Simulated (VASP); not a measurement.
# Sb (I4/mmm) in VASP: further runs

One crystal, Sb, is run at these levels: r2SCAN; tasks: single point.

All numbers are computed with VASP 6.6.1; they aren't measurements. Logs are shortened: lines on timing, memory, paths and dates and some standing lists are left out, and cuts for length are marked.

## 1. Starting point

Symmetry: I4/mmm, No. 139, tetragonal system. The conventional cell has a = 3.153 Å, b = 3.153 Å, c = 5.424 Å, α = 90.00°, β = 90.00°, γ = 90.00°. Around Sb (site symmetry 4/mmm) lie 12 Sb at 3.15 to 3.51 Å.

This isn't the form of Sb at room conditions, which is rhombohedral.

## 2. Single point, r2SCAN

INCAR

```
ADDGRID = False
ALGO = Normal
EDIFF = 1E-4
ENCUT = 500
ISIF = 2
ISMEAR = 0
LASPH = True
LCHARG = False
LMIXTAU = True
LREAL = False
LWAVE = False
METAGGA = R2SCAN
NBANDS = 8
NELM = 100
PREC = Accurate
SIGMA = 0.05
```

KPOINTS

```
k-points
0
Gamma
  7 7 7
```

POSCAR

```
Sb
1.0
   -1.5765401831      1.5765401831      2.7119384313
    1.5765401831     -1.5765401831      2.7119384313
    1.5765401831      1.5765401831     -2.7119384313
Sb
1
Direct
    0.0000000000      0.0000000000      0.0000000000
```

Potentials or basis: VASP PAW PBE potentials, release 64 (Sb).

On the command line:

```
> cat potpaw_PBE.64/Sb/POTCAR > POTCAR
> mpirun -np 1 vasp_std > vasp.out
```

OUTCAR:

```text
EDIFF = 1E-4
   ENCUT = 500
   ISIF = 2
   ISMEAR = 0
   LASPH = True
   LREAL = False
   METAGGA = R2SCAN
   NELM = 100
   PREC = Accurate

 Found     40 irreducible k-points:

 Following reciprocal coordinates:
            Coordinates               Weight
  0.000000  0.000000  0.000000      1.000000
  0.142857  0.000000 -0.000000      8.000000
  0.285714  0.000000  0.000000      8.000000
  0.428571  0.000000 -0.000000      8.000000
  0.142857  0.142857 -0.000000      8.000000
  0.285714  0.142857  0.000000     16.000000
   k-points           NKPTS =     40   k-points in BZ     NKDIM =     40   number of bands    NBANDS=      8
   number of dos      NEDOS =    301   number of ions     NIONS =      1
   total plane-waves  NPLWV =  21952
   dimension x,y,z NGX =    28 NGY =   28 NGZ =   28
   dimension x,y,z NGXF=    56 NGYF=   56 NGZF=   56
   ions per type =               1
   NGX,Y,Z   is equivalent  to a cutoff of  13.26, 13.26, 13.26 a.u.
   NGXF,Y,Z  is equivalent  to a cutoff of  26.52, 26.52, 26.52 a.u.
 SYSTEM =  unknown system
   PREC   = accura    normal or accurate (medium, high low for compatibility)
   ISTART =      0    job   : 0-new  1-cont  2-samecut
   ICHARG =      2    charge: 1-file 2-atom 10-const
   ISPIN  =      1    spin polarized calculation?
   LNONCOLLINEAR =      F non collinear calculations
   LSORBIT =      F    spin-orbit coupling
   LASPH  =      T    aspherical Exc in radial PAW
   ENCUT  =  500.0 eV  36.75 Ry    6.06 a.u.   6.40  6.40  6.40*2*pi/ulx,y,z
   NELM   =    100;   NELMIN=  2; NELMDL= -5     # of ELM steps
   EDIFF  = 0.1E-03   stopping-criterion for ELM
   LREAL  =      F    real-space projection
   EDIFFG = 0.1E-02   stopping-criterion for IOM
   NSW    =      0    number of steps for IOM
   IBRION =     -1    ionic relax: 0-MD 1-quasi-New 2-CG
   NFREE  =      0    steps in history (QN), initial steepest desc. (CG)
   ISIF   =      2    stress and relaxation
   ISYM   =      2    0-nonsym 1-usesym 2-fastsym
   POTIM  = 0.5000    time-step for ionic-motion
   TEBEG  =    0.0;   TEEND  =   0.0 temperature during run
   PSTRESS=    0.0 pullay stress
   NELECT =       5.0000    total number of electrons
   NUPDOWN=      -1.0000    fix difference up-down
   EMIN   =  10.00;   EMAX   =-10.00  energy-range for DOS
   EFERMI =   0.00;   METHOD = LEGACY
   ISMEAR =     0;   SIGMA  =   0.05  broadening in eV -4-tet -1-fermi 0-gaus
   EFERMI_NEDOS =   21; number of points for ismear=-14 and -15
   IALGO  =     38    algorithm
   IMIX   =      4    mixing-type and parameters
     AMIX     =   0.40;   BMIX     =  1.00
     AMIX_MAG =   1.60;   BMIX_MAG =  1.00
  volume/ion in A,a.u.               =      26.96       181.95
  Fermi-wavevector in a.u.,A,eV,Ry     =   0.933573  1.764197 11.858269  0.871558
  Thomas-Fermi vector in A             =   2.060288
   LORBIT       =      0    0 simple, 1 ext, 2 COOP (PROOUT), +10 PAW based schemes
   METAGGA = R2SCAN    functional components
   LHFCALC =     F    Hartree Fock is set to
   AEXX    =    0.0000 exact exchange contribution
   IVDW    =     0    specifies the selected vdW correction
   LEPSILON=     F    determine dielectric tensor
   LRPA    =     F    only Hartree local field effects (RPA)
 non-spin polarized calculation
 Gauss-broadening in eV      SIGMA  =   0.05
  energy-cutoff  :      500.00
  volume of cell :       26.96
 maximum number of plane-waves:       693
 NGX is ok and might be reduce to    28
   NGX = 13   NGY = 13   NGZ = 13

 number of electron       5.0000000 magnetization

 Free energy of the ion-electron system (eV)
  ---------------------------------------------------
  ext. energy  EPLUGINS =         0.00000000
  ---------------------------------------------------
  free energy    TOTEN  =       -25.23770503 eV

  energy without entropy =      -25.23708472  energy(sigma->0) =      -25.23739488

 E-fermi :   8.4877     XC(G=0): -10.7787

 val. band max:        8.3931001230   @ k =  -0.1429  -0.4286   0.1429
 cond. band min:       8.5049866450   @ k =  -0.1429   0.2857   0.1429
 fundamental gap:      0.1118865220
 Fermi energy:         8.4877247597

 k-point     1 :       0.0000    0.0000    0.0000
  band No.  band energies     occupation
      1      -5.1213      2.00000
      2      13.3288      0.00000
      3      14.2124      0.00000
      4      14.2124      0.00000
      5      18.1907      0.00000
      6      19.6900      0.00000
      7      19.7545      0.00000
      8      19.7545      0.00000

 k-point     2 :       0.1429    0.0000   -0.0000
  band No.  band energies     occupation
      1      -4.6884      2.00000
      2      11.0248      0.00000
      3      12.6286      0.00000
      4      14.1326      0.00000
      5      17.3276      0.00000
      6      18.5990      0.00000
      7      20.2442      0.00000
      8      20.4218      0.00000

 k-point     3 :       0.2857    0.0000    0.0000
  band No.  band energies     occupation
      1      -3.4162      2.00000
      2       6.6478      2.00000
      3      11.2329      0.00000
      4      14.0729      0.00000
      5      15.8368      0.00000
      6      18.4657      0.00000
      7      21.0150      0.00000
      8      22.0527      0.00000

 k-point     4 :       0.4286    0.0000   -0.0000
  band No.  band energies     occupation
      1      -1.5615      2.00000
      2       3.0843      2.00000
      3      10.3990      0.00000
      4      14.1352      0.00000
      5      15.1140      0.00000
      6      18.9261      0.00000
      7      19.9110      0.00000
      8      20.2757      0.00000

 k-point     5 :       0.1429    0.1429   -0.0000
  band No.  band energies     occupation
      1      -4.0466      2.00000
      2       9.7729      0.00000
      3      10.6132      0.00000
      4      12.4175      0.00000
      5      17.7601      0.00000
      6      18.2702      0.00000
      7      20.2323      0.00000
      8      21.1722      0.00000

 k-point     6 :       0.2857    0.1429    0.0000
  band No.  band energies     occupation
      1      -2.5952      2.00000
      2       6.0131      2.00000
      3       9.7065      0.00000
      4      11.4867      0.00000
      5      16.6114      0.00000
      6      18.3932      0.00000
      7      20.4649      0.00000
      8      21.4681      0.00000

 [... further k-points ...]

------------------------ aborting loop because EDIFF is reached ----------------------------------------

  FORCE on cell =-STRESS in cart. coord.  units (eV):
  Direction    XX          YY          ZZ          XY          YZ          ZX
  --------------------------------------------------------------------------------------
  -------------------------------------------------------------------------------------
  Total        0.0469598      0.0469598      0.9047500      0.0000000      0.0000000      0.0000000
  in kB        2.7905301      2.7905301     53.7637140      0.0000000      0.0000000      0.0000000
  external PRESSURE =      19.7815914 kB  Pullay stress =       0.0000000 kB

 VOLUME and BASIS-vectors are now :
 -----------------------------------------------------------------------------
  energy-cutoff  :      500.00
  volume of cell :       26.96
      direct lattice vectors                 reciprocal lattice vectors
    -1.576540183  1.576540183  2.711938431     0.000000000  0.317150178  0.184369967
     1.576540183 -1.576540183  2.711938431     0.317150178  0.000000000  0.184369967
     1.576540183  1.576540183 -2.711938431     0.317150178  0.317150178  0.000000000

 POSITION                                       TOTAL-FORCE (eV/Angst)
 -----------------------------------------------------------------------------------
      0.00000      0.00000      0.00000        -0.000000      0.000000      0.000000
 -----------------------------------------------------------------------------------
    total drift:                                0.000000     -0.000000      0.000000

  FREE ENERGIE OF THE ION-ELECTRON SYSTEM (eV)
  ---------------------------------------------------
  free  energy   TOTEN  =       -25.2377050287 eV

  energy  without entropy=      -25.2370847247  energy(sigma->0) =      -25.23739488
```

Run time: 34 s. Hardware: 1 thread of Intel Xeon Platinum 8375C at 2.90GHz (Ice Lake), shared host; peak memory 0.16 GiB.

The run converged, but some of its settings lie outside the range that counts as converged, so its numbers aren't taken as properties of the crystal.

What came out:

```yaml
Free_energy: -25.2377 eV
Pressure: 2.0 GPa
Band_gap_on_the_k_mesh: none (metal or under the smearing width)
```

Caveat: the k mesh is coarse (spacing up to 0.40 Å⁻¹), so the values aren't converged; the PAW data sets were made with another functional, which shifts forces and pressure a little.

(Continued in part 2 of 2.)
